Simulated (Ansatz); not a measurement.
Runs of Ansatz 0.2.0 on Si3N4. The structure is cubic, space group P-43m (No. 215). The conventional cell has a = 4.131 Å, b = 4.131 Å, c = 4.131 Å, α = 90.00°, β = 90.00°, γ = 90.00°. Around Si (site symmetry -42m) lie 4 N at 1.77 Å. Around N (site symmetry 3m) lie 3 Si at 1.77 Å. The cell was built by a generator and needn't be a form met in nature.

```csv
level,cutoff (eV),gap on the mesh (eV),pressure (GPa),relaxed volume (Å³/atom)
revPBE,420,2.78,0.0,10.20
LDA,420,2.67,0.0,9.69
r2SCAN,500,3.34,0.0,(b)
RPBE,420,2.79,0.0,(a)
PBEsol,420,2.63,0.0,9.88
```

Alike in all rows: task relaxation of cell and atoms; potentials or basis Ansatz PAW; no spin polarisation; cell relaxed; k mesh 7 × 7 × 7; smearing fermi-dirac 0.05 eV.

**Question.** Estimate the missing entries.

**Answer.** (a) 10.24; (b) 9.85.

Caveats: odd divisions of the mesh miss points on the zone boundary, where band edges often lie, so the gap on the mesh can be too wide; the plane-wave basis is chosen anew once the cell has moved, so the energies of steps on either side of that aren't comparable; the PAW data sets come from PBE, with cores solved anew for the run's functional, which leaves a small shift of forces and pressure.

A k mesh can miss the band edges.

Runs at the PBE level aren't shown here.
